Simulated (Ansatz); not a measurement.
**W: equation of state**

How stiff is W, and at what volume does the pressure vanish? The cell is scaled evenly, atoms carried along, and solved with LAPW, PAW and all-electron datasets made for the crystal.

This is W in the fcc structure; at room conditions it is bcc.

Method: DFT PBE, scalar-relativistic, in Ansatz 0.2.0.

## 1. The structure to begin with

It takes space group Fm-3m (No. 225, cubic). The conventional cell has a = 4.060 Å, b = 4.060 Å, c = 4.060 Å, α = 90.00°, β = 90.00°, γ = 90.00°. W (site symmetry m-3m) has 12 W at 2.87 Å as nearest neighbours.

As a file:

```cif
data_structure
_symmetry_space_group_name_H-M 'Fm-3m'
_symmetry_Int_Tables_number 225
_cell_length_a 4.0600
_cell_length_b 4.0600
_cell_length_c 4.0600
_cell_angle_alpha 90.000
_cell_angle_beta 90.000
_cell_angle_gamma 90.000
_cell_volume 66.92
loop_
_atom_site_label
_atom_site_type_symbol
_atom_site_symmetry_multiplicity
_atom_site_Wyckoff_symbol
_atom_site_fract_x
_atom_site_fract_y
_atom_site_fract_z
_atom_site_occupancy
W1 W 4 a 0.00000 0.00000 0.00000 1
```

The file gives the conventional cell by its symmetry; the runs use the cell typed in the input.

The cell is a deposited one (Crystallography Open Database entry 1534935); the temperature and pressure of the measurement aren't taken into account, and nothing was relaxed.

## 2. Volume × 0.95, LAPW

input.yaml reads:

```yaml
crystal:
  lattice:
    - [0.0, 1.9955865722, 1.9955865722]
    - [1.9955865722, 0.0, 1.9955865722]
    - [1.9955865722, 1.9955865722, 0.0]
  atoms:
    - { symbol: W, position: [0.0, 0.0, 0.0] }
kpoints:
  mp_grid: { grid: [14, 14, 14] }
scf:
  occupations: { method: fermi_dirac, width: 0.05 }
hamiltonian:
  xc: pbe
  pseudopotentials: { kind: all_electron, lapw: { basis_error: 0.00025 } }
output:
  forces: true
  stress: true
  eigenvalues: true
```

Run with:

```console
ansatz run input.yaml --threads 1 --pin off --max-ram 3072MiB --backend cpu --events-out ev --progress --plain --runs-dir out
```

Log (excerpt; [...] marks lines left out):

```text
LAPW: plane waves up to 8.994 Å⁻¹, error target 2.5e-4 eV per atom; small_component_spin mean_spin; W in spheres of 1.411 Å, 44 of its electrons in bands, Dirac shells []
[...]
Pseudopotentials: kind: all_electron
Pseudopotential: W, LAPW, valence charge 44, Koelling and Harmon's equation, gaussian nucleus
Functional definition: PBE
[...]
Crystal: 1 atoms, lattice volume = 15.894 Å³
Basis set: ecut = 308.2221778840161 eV, 181 PW (Γ), exchange–correlation at level 2
Bands: 27, of which v1, the nominal top of the filled ones, is band 22 counted from 1 (21 counted from 0)
Symmetry: 48 space group operations
Space group: Fm-3m (ITA 225), of the structure as read, at distance tolerance 2.5e-5 Å
k-points: 104 of 2744
[...]
SCF iter   1: F=—  HF=-439201.905509 eV  |F-HF|=—  |Δ(HF+E_count)|=         —  Δρ=3.10e-2  dr2=7.82e-2  ethr=1.77e-4  ⟨swp⟩=2.9  Hψ=17295  notcnv=0
[...]
the basis was enlarged: its passes take 1.4 MiB over the memory plan, 1 of 1 planned eigensolver slots
[...]
SCF iter   8: F=-439201.724726 eV  HF=-439201.724726 eV  |F-HF|=1.80e-8  |Δ(HF+E_count)|=   2.21e-7  Δρ=2.45e-5  dr2=8.44e-8  ethr=3.71e-9  ⟨swp⟩=2.0  Hψ=8242  notcnv=0
[...]
SCF converged after 8 iterations
Free energy (F): -439201.724726 eV
[...]
E sigma→0 (E₀):  -439201.719766 eV
Entropy (-TS):   -0.009921 eV (-9.921 meV/atom)
Fermi energy:    28.572021 eV
[...]
--- Forces (eV/Å), atoms counted from 1 ---
  atom   1  W     -0.00000000     0.00000000     0.00000000
[...]
--- Stress (GPa, compression-positive) ---
       10.498240       0.000000       0.000000
        0.000000      10.498240       0.000000
        0.000000       0.000000      10.498240
  P = ⅓ Tr σ = 10.4982 GPa (104.982 kbar)
--- Band table (eV; the first three rows and the last of 104) ---
  k-point 0: bands = ["-388.8573", "-388.8573", "-388.8573", "-203.9282", "-203.9282", "-203.9054", "-203.9054", "-203.9054", "-44.9447", "-8.5718", "-8.5718", "-8.5718", "0.8913", "0.8913", "0.8913", "0.9027", "0.9459", "0.9459", "0.9459", "19.4479", "27.9920", "27.9920", "27.9920", [...]
[...]
```

Run time: 15 s. Hardware: 1 thread of Intel Xeon Platinum 8488C (Sapphire Rapids), shared host; peak memory 0.41 GiB.

Read from it: pressure 10.50 GPa; no gap.

## 3. Volume × 0.95, PAW

input.yaml, as its differences from that of step 2:

```diff
@@ -13,3 +13,3 @@
   xc: pbe
-  pseudopotentials: { kind: all_electron, lapw: { basis_error: 0.00025 } }
+  pseudopotentials: { kind: paw }
 output:
@@ -18 +18,2 @@
   eigenvalues: true
+  efg: { contact_densities: true }
```

Run with:

```console
ansatz run input.yaml --threads 1 --pin off --max-ram 3072MiB --backend cpu --events-out ev --progress --plain --runs-dir out
```

Log (excerpt; [...] marks lines left out):

```text
W: output.efg is read without spin–orbit coupling, which moves field gradients at and beside such atoms by some per cent and up to a factor of two; PAW files take it under magnetization.noncollinear and magnetization.spin_orbit
[...]
Pseudopotentials: kind: paw
Pseudopotential: W, paw, valence charge 14, recommended cutoff 420 eV (normal)
Functional definition: PBE
[...]
Crystal: 1 atoms, lattice volume = 15.894 Å³
Basis set: ecut = 420 eV, 331 PW (Γ), exchange–correlation on 40×40×40 points (8 copies of the dense FFT grid, shifted against one another)
Bands: 11, of which v1, the nominal top of the filled ones, is band 7 counted from 1 (6 counted from 0)
Symmetry: 48 space group operations
Space group: Fm-3m (ITA 225), of the structure as read, at distance tolerance 2.5e-5 Å
k-points: 104 of 2744
[...]
SCF converged after 6 iterations
Free energy (F): -10384.327635 eV
[...]
E sigma→0 (E₀):  -10384.322676 eV
Entropy (-TS):   -0.009916 eV (-9.916 meV/atom)
Fermi energy:    22.057088 eV
[...]
--- Forces (eV/Å), atoms counted from 1 ---
  atom   1  W     -0.00000000    -0.00000000     0.00000000
[...]
--- Stress (GPa, compression-positive) ---
       10.446501      -0.000000       0.000000
       -0.000000      10.446501      -0.000000
       -0.000000      -0.000000      10.446501
  P = ⅓ Tr σ = 10.4465 GPa (104.465 kbar)
--- PAW observables at the nuclei: V_zz in 10²¹ V/m², potentials from the cell's mean, atoms counted from 1 ---
  atom   1  W  V_zz =    +0.000000   η = 0.0000   by run symmetry: forbidden
            electrostatic potential = -14821.594772 V   contact ρ = 8822125.956755 e/Å³
--- Band table (eV; the first three rows and the last of 104) ---
  k-point 0: bands = ["-51.4492", "-15.0748", "-15.0748", "-15.0748", "12.9339", "21.4772", "21.4772", "21.4772", "24.7527", "24.7527", "34.9105"]
[...]
```

Run time: 2.1 s. Hardware: 1 thread of Intel Xeon Platinum 8488C (Sapphire Rapids), shared host; peak memory 0.38 GiB.

Read from it: pressure 10.45 GPa; no gap.

## 4. Volume × 0.95, crystal datasets

input.yaml, as its differences from that of step 3:

```diff
@@ -13,3 +13,3 @@
   xc: pbe
-  pseudopotentials: { kind: paw }
+  pseudopotentials: { kind: all_electron, datasets: crystal }
 output:
```

Run with:

```console
ansatz run input.yaml --threads 1 --pin off --max-ram 3072MiB --backend cpu --events-out ev --progress --plain --runs-dir out
```

Log (excerpt; [...] marks lines left out):

```text
[...]
W: output.efg is read without spin–orbit coupling, which moves field gradients at and beside such atoms by some per cent and up to a factor of two; PAW files take it under magnetization.noncollinear and magnetization.spin_orbit
[...]
Pseudopotentials: kind: all_electron
Pseudopotential: W, paw, valence charge 28, recommended cutoff 300 eV (normal), Koelling and Harmon's equation, gaussian nucleus
Functional definition: PBE
[...]
Crystal: 1 atoms, lattice volume = 15.894 Å³
Basis set: ecut = 300 eV, 169 PW (Γ), exchange–correlation on 32×32×32 points (8 copies of the dense FFT grid, shifted against one another)
Bands: 7, of which v1, the nominal top of the filled ones, is band 3 counted from 1 (2 counted from 0)
Symmetry: 48 space group operations
Space group: Fm-3m (ITA 225), of the structure as read, at distance tolerance 2.5e-5 Å
k-points: 104 of 2744
[...]
Fermi energy:    28.572000 eV
[...]
  The terms above E_closure are by the made datasets' own strengths, without shells solved beside the bands.
--- Forces (eV/Å), atoms counted from 1 ---
  atom   1  W     -0.00000000     0.00000000     0.00000000
[...]
--- Stress (GPa, compression-positive) ---
       10.500229       0.000000       0.000000
        0.000000      10.500229       0.000000
       -0.000000       0.000000      10.500229
  P = ⅓ Tr σ = 10.5002 GPa (105.002 kbar)
  It holds what live shells' own plane waves past their cutoff add
--- PAW observables at the nuclei: V_zz in 10²¹ V/m², potentials from the cell's mean, atoms counted from 1 ---
  atom   1  W  V_zz =    +0.000000   η = 0.0000   by run symmetry: forbidden
            electrostatic potential = -14821.490690 V   contact ρ = 8817788.952381 e/Å³
--- Band table (eV; the first three rows and the last of 104) ---
  k-point 0: bands = ["19.4479", "27.9920", "27.9920", "27.9920", "31.2671"]
[...]
```

Run time: 5.6 s. Hardware: 1 thread of Intel Xeon Platinum 8488C (Sapphire Rapids), shared host; peak memory 0.43 GiB.

This run gives: pressure 10.50 GPa; no gap.

## 5. Volume × 0.975, LAPW

input.yaml reads:

```yaml
crystal:
  lattice:
    - [0.0, 2.0129403699, 2.0129403699]
    - [2.0129403699, 0.0, 2.0129403699]
    - [2.0129403699, 2.0129403699, 0.0]
  atoms:
    - { symbol: W, position: [0.0, 0.0, 0.0] }
kpoints:
  mp_grid: { grid: [14, 14, 14] }
scf:
  occupations: { method: fermi_dirac, width: 0.05 }
hamiltonian:
  xc: pbe
  pseudopotentials: { kind: all_electron, lapw: { basis_error: 0.00025 } }
output:
  forces: true
  stress: true
  eigenvalues: true
```

Run with:

```console
ansatz run input.yaml --threads 1 --pin off --max-ram 3072MiB --backend cpu --events-out ev --progress --plain --runs-dir out
```

Log (excerpt; [...] marks lines left out):

```text
LAPW: plane waves up to 8.893 Å⁻¹, error target 2.5e-4 eV per atom; small_component_spin mean_spin; W in spheres of 1.423 Å, 44 of its electrons in bands, Dirac shells []
[...]
Pseudopotentials: kind: all_electron
Pseudopotential: W, LAPW, valence charge 44, Koelling and Harmon's equation, gaussian nucleus
Functional definition: PBE
[...]
Crystal: 1 atoms, lattice volume = 16.313 Å³
Basis set: ecut = 301.31927529256734 eV, 181 PW (Γ), exchange–correlation at level 2
Bands: 27, of which v1, the nominal top of the filled ones, is band 22 counted from 1 (21 counted from 0)
Symmetry: 48 space group operations
Space group: Fm-3m (ITA 225), of the structure as read, at distance tolerance 2.5e-5 Å
k-points: 104 of 2744
[...]
SCF iter   1: F=—  HF=-439201.930714 eV  |F-HF|=—  |Δ(HF+E_count)|=         —  Δρ=3.09e-2  dr2=8.09e-2  ethr=1.83e-4  ⟨swp⟩=3.0  Hψ=17285  notcnv=0
[...]
the basis was enlarged: its passes take 1.4 MiB over the memory plan, 1 of 1 planned eigensolver slots
[...]
SCF iter   8: F=-439201.741442 eV  HF=-439201.741442 eV  |F-HF|=1.92e-8  |Δ(HF+E_count)|=   2.34e-7  Δρ=2.47e-5  dr2=9.05e-8  ethr=3.97e-9  ⟨swp⟩=2.0  Hψ=8245  notcnv=0
[...]
SCF converged after 8 iterations
Free energy (F): -439201.741442 eV
[...]
E sigma→0 (E₀):  -439201.736306 eV
Entropy (-TS):   -0.010272 eV (-10.272 meV/atom)
Fermi energy:    27.765192 eV
[...]
--- Forces (eV/Å), atoms counted from 1 ---
  atom   1  W     -0.00000000     0.00000000    -0.00000000
[...]
--- Stress (GPa, compression-positive) ---
        2.483987       0.000000       0.000000
        0.000000       2.483987      -0.000000
        0.000000      -0.000000       2.483987
  P = ⅓ Tr σ = 2.4840 GPa (24.840 kbar)
--- Band table (eV; the first three rows and the last of 104) ---
[... band rows left out ...]
[...]
```

Wall time 12 s (1 thread of Intel Xeon Platinum 8488C (Sapphire Rapids), shared host); peak memory 0.41 GiB.

In short: pressure 2.48 GPa; no gap.

## 6. Volume × 0.975, PAW

input.yaml, as its differences from that of step 5:

```diff
@@ -13,3 +13,3 @@
   xc: pbe
-  pseudopotentials: { kind: all_electron, lapw: { basis_error: 0.00025 } }
+  pseudopotentials: { kind: paw }
 output:
@@ -18 +18,6 @@
   eigenvalues: true
+  efg: { contact_densities: true }
+  write_density: true
+  write_potential: true
+  elf: true
+  volumetric_format: npy
```

Run with:

```console
ansatz run input.yaml --threads 1 --pin off --max-ram 3072MiB --backend cpu --events-out ev --progress --plain --runs-dir out
```

Log (excerpt; [...] marks lines left out):

```text
W: output.efg is read without spin–orbit coupling, which moves field gradients at and beside such atoms by some per cent and up to a factor of two; PAW files take it under magnetization.noncollinear and magnetization.spin_orbit
[...]
Pseudopotentials: kind: paw
Pseudopotential: W, paw, valence charge 14, recommended cutoff 420 eV (normal)
Functional definition: PBE
[...]
Crystal: 1 atoms, lattice volume = 16.313 Å³
Basis set: ecut = 420 eV, 331 PW (Γ), exchange–correlation on 40×40×40 points (8 copies of the dense FFT grid, shifted against one another)
Bands: 11, of which v1, the nominal top of the filled ones, is band 7 counted from 1 (6 counted from 0)
Symmetry: 48 space group operations
Space group: Fm-3m (ITA 225), of the structure as read, at distance tolerance 2.5e-5 Å
k-points: 104 of 2744
[...]
SCF converged after 6 iterations
Free energy (F): -10384.344186 eV
[...]
E sigma→0 (E₀):  -10384.339051 eV
Entropy (-TS):   -0.010269 eV (-10.269 meV/atom)
Fermi energy:    21.416593 eV
[...]
--- Forces (eV/Å), atoms counted from 1 ---
  atom   1  W     -0.00000000    -0.00000000     0.00000000
[...]
--- Stress (GPa, compression-positive) ---
        2.402582       0.000000       0.000000
       -0.000000       2.402582       0.000000
        0.000000       0.000000       2.402582
  P = ⅓ Tr σ = 2.4026 GPa (24.026 kbar)
--- PAW observables at the nuclei: V_zz in 10²¹ V/m², potentials from the cell's mean, atoms counted from 1 ---
  atom   1  W  V_zz =    +0.000000   η = 0.0000   by run symmetry: forbidden
            electrostatic potential = -14820.652248 V   contact ρ = 8822118.180550 e/Å³
--- Band table (eV; the first three rows and the last of 104) ---
  k-point 0: bands = ["-52.1428", "-15.8047", "-15.8047", "-15.8047", "12.4223", "20.8657", "20.8657", "20.8657", "24.0217", "24.0217", "34.2315"]
[...]
```

Wall time 2.5 s (1 thread of Intel Xeon Platinum 8488C (Sapphire Rapids), shared host); peak memory 0.4 GiB.

Read from it: pressure 2.40 GPa; no gap.

## 7. Volume × 1.025, LAPW

input.yaml reads:

```yaml
crystal:
  lattice:
    - [0.0, 2.0467776204, 2.0467776204]
    - [2.0467776204, 0.0, 2.0467776204]
    - [2.0467776204, 2.0467776204, 0.0]
  atoms:
    - { symbol: W, position: [0.0, 0.0, 0.0] }
kpoints:
  mp_grid: { grid: [14, 14, 14] }
scf:
  occupations: { method: fermi_dirac, width: 0.05 }
hamiltonian:
  xc: pbe
  pseudopotentials: { kind: all_electron, lapw: { basis_error: 0.00025 } }
output:
  forces: true
  stress: true
  eigenvalues: true
```

Run with:

```console
ansatz run input.yaml --threads 1 --pin off --max-ram 3072MiB --backend cpu --events-out ev --progress --plain --runs-dir out
```

Log (excerpt; [...] marks lines left out):

```text
LAPW: plane waves up to 8.701 Å⁻¹, error target 2.5e-4 eV per atom; small_component_spin mean_spin; W in spheres of 1.447 Å, 44 of its electrons in bands, Dirac shells []
[...]
Pseudopotentials: kind: all_electron
Pseudopotential: W, LAPW, valence charge 44, Koelling and Harmon's equation, gaussian nucleus
Functional definition: PBE
[...]
Crystal: 1 atoms, lattice volume = 17.149 Å³
Basis set: ecut = 288.4769844458176 eV, 181 PW (Γ), exchange–correlation at level 2
Bands: 27, of which v1, the nominal top of the filled ones, is band 22 counted from 1 (21 counted from 0)
Symmetry: 48 space group operations
Space group: Fm-3m (ITA 225), of the structure as read, at distance tolerance 2.6e-5 Å
k-points: 104 of 2744
[...]
SCF iter   1: F=—  HF=-439201.924989 eV  |F-HF|=—  |Δ(HF+E_count)|=         —  Δρ=3.05e-2  dr2=8.57e-2  ethr=1.94e-4  ⟨swp⟩=3.0  Hψ=17280  notcnv=0
[...]
the basis was enlarged: its passes take 1.4 MiB over the memory plan, 1 of 1 planned eigensolver slots
[...]
SCF iter   9: F=-439201.718334 eV  HF=-439201.718334 eV  |F-HF|=2.91e-10  |Δ(HF+E_count)|=   1.21e-8  Δρ=6.49e-6  dr2=5.57e-9  ethr=2.37e-10  ⟨swp⟩=2.0  Hψ=8275  notcnv=0
[...]
SCF converged after 9 iterations
Free energy (F): -439201.718334 eV
[...]
E sigma→0 (E₀):  -439201.712755 eV
Entropy (-TS):   -0.011158 eV (-11.158 meV/atom)
Fermi energy:    26.264287 eV
[...]
--- Forces (eV/Å), atoms counted from 1 ---
  atom   1  W     -0.00000000     0.00000000    -0.00000000
[...]
--- Stress (GPa, compression-positive) ---
      -10.758067      -0.000000       0.000000
       -0.000000     -10.758067      -0.000000
        0.000000      -0.000000     -10.758067
  P = ⅓ Tr σ = -10.7581 GPa (-107.581 kbar)
--- Band table (eV; the first three rows and the last of 104) ---
[...]
```

Run time: 13 s. Hardware: 1 thread of Intel Xeon Platinum 8488C (Sapphire Rapids), shared host; peak memory 0.41 GiB.

Result: pressure -10.76 GPa; no gap.

## 8. Volume × 1.025, PAW

input.yaml, as its differences from that of step 7:

```diff
@@ -13,3 +13,3 @@
   xc: pbe
-  pseudopotentials: { kind: all_electron, lapw: { basis_error: 0.00025 } }
+  pseudopotentials: { kind: paw }
 output:
@@ -18 +18,2 @@
   eigenvalues: true
+  efg: { contact_densities: true }
```

Run with:

```console
ansatz run input.yaml --threads 1 --pin off --max-ram 3072MiB --backend cpu --events-out ev --progress --plain --runs-dir out
```

Log (excerpt; [...] marks lines left out):

```text
W: output.efg is read without spin–orbit coupling, which moves field gradients at and beside such atoms by some per cent and up to a factor of two; PAW files take it under magnetization.noncollinear and magnetization.spin_orbit
[...]
Pseudopotentials: kind: paw
Pseudopotential: W, paw, valence charge 14, recommended cutoff 420 eV (normal)
Functional definition: PBE
[...]
Crystal: 1 atoms, lattice volume = 17.149 Å³
Basis set: ecut = 420 eV, 331 PW (Γ), exchange–correlation on 40×40×40 points (8 copies of the dense FFT grid, shifted against one another)
Bands: 11, of which v1, the nominal top of the filled ones, is band 7 counted from 1 (6 counted from 0)
Symmetry: 48 space group operations
Space group: Fm-3m (ITA 225), of the structure as read, at distance tolerance 2.6e-5 Å
k-points: 104 of 2744
[...]
SCF converged after 6 iterations
Free energy (F): -10384.320559 eV
[...]
E sigma→0 (E₀):  -10384.314982 eV
Entropy (-TS):   -0.011154 eV (-11.154 meV/atom)
Fermi energy:    20.224112 eV
[...]
--- Forces (eV/Å), atoms counted from 1 ---
  atom   1  W     -0.00000000     0.00000000     0.00000000
[...]
--- Stress (GPa, compression-positive) ---
      -10.875289       0.000000      -0.000000
        0.000000     -10.875289       0.000000
        0.000000      -0.000000     -10.875289
  P = ⅓ Tr σ = -10.8753 GPa (-108.753 kbar)
--- PAW observables at the nuclei: V_zz in 10²¹ V/m², potentials from the cell's mean, atoms counted from 1 ---
  atom   1  W  V_zz =    -0.000000   η = 0.0000   by run symmetry: forbidden
            electrostatic potential = -14818.901974 V   contact ρ = 8822103.171552 e/Å³
--- Band table (eV; the first three rows and the last of 104) ---
  k-point 0: bands = ["-53.4426", "-17.1650", "-17.1650", "-17.1650", "11.4818", "19.7219", "19.7219", "19.7219", "22.6583", "22.6583", "32.9593"]
[...]
```

It took 2 s on 1 thread of Intel Xeon Platinum 8488C (Sapphire Rapids), shared host; peak memory 0.38 GiB.

Read from it: pressure -10.88 GPa; no gap.

## 9. Volume × 1.05, LAPW

input.yaml reads:

```yaml
crystal:
  lattice:
    - [0.0, 2.0632846043, 2.0632846043]
    - [2.0632846043, 0.0, 2.0632846043]
    - [2.0632846043, 2.0632846043, 0.0]
  atoms:
    - { symbol: W, position: [0.0, 0.0, 0.0] }
kpoints:
  mp_grid: { grid: [14, 14, 14] }
scf:
  occupations: { method: fermi_dirac, width: 0.05 }
hamiltonian:
  xc: pbe
  pseudopotentials: { kind: all_electron, lapw: { basis_error: 0.00025 } }
output:
  forces: true
  stress: true
  eigenvalues: true
```

Run with:

```console
ansatz run input.yaml --threads 1 --pin off --max-ram 3072MiB --backend cpu --events-out ev --progress --plain --runs-dir out
```

Log (excerpt; [...] marks lines left out):

```text
LAPW: plane waves up to 8.610 Å⁻¹, error target 2.5e-4 eV per atom; small_component_spin mean_spin; W in spheres of 1.459 Å, 38 of its electrons in bands, Dirac shells []
[...]
Pseudopotentials: kind: all_electron
Pseudopotential: W, LAPW, valence charge 38, Koelling and Harmon's equation, gaussian nucleus
Functional definition: PBE
[...]
Crystal: 1 atoms, lattice volume = 17.567 Å³
Basis set: ecut = 282.46383138221427 eV, 169 PW (Γ), exchange–correlation at level 2
Bands: 23, of which v1, the nominal top of the filled ones, is band 19 counted from 1 (18 counted from 0)
Symmetry: 48 space group operations
Space group: Fm-3m (ITA 225), of the structure as read, at distance tolerance 2.6e-5 Å
k-points: 104 of 2744
[...]
SCF iter   1: F=—  HF=-439201.898211 eV  |F-HF|=—  |Δ(HF+E_count)|=         —  Δρ=3.03e-2  dr2=8.77e-2  ethr=2.29e-4  ⟨swp⟩=2.9  Hψ=15120  notcnv=0
[...]
the basis was enlarged: its passes take 1.4 MiB over the memory plan, 1 of 1 planned eigensolver slots
[...]
SCF iter   8: F=-439201.683014 eV  HF=-439201.683014 eV  |F-HF|=1.73e-8  |Δ(HF+E_count)|=   2.29e-7  Δρ=2.24e-5  dr2=8.31e-8  ethr=4.81e-9  ⟨swp⟩=2.0  Hψ=7110  notcnv=0
[...]
SCF converged after 8 iterations
Free energy (F): -439201.683014 eV
[...]
E sigma→0 (E₀):  -439201.677146 eV
Entropy (-TS):   -0.011736 eV (-11.736 meV/atom)
Fermi energy:    25.563707 eV
[...]
--- Forces (eV/Å), atoms counted from 1 ---
  atom   1  W      0.00000000     0.00000000    -0.00000000
[...]
--- Stress (GPa, compression-positive) ---
      -16.175960       0.000000       0.000000
        0.000000     -16.175960      -0.000000
        0.000000      -0.000000     -16.175960
  P = ⅓ Tr σ = -16.1760 GPa (-161.760 kbar)
--- Band table (eV; the first three rows and the last of 104) ---
[... band rows left out ...]
[...]
```

Wall time 13 s (1 thread of Intel Xeon Platinum 8488C (Sapphire Rapids), shared host); peak memory 0.38 GiB.

Result: pressure -16.18 GPa; no gap.

(Part 1 of 2 ends here.)
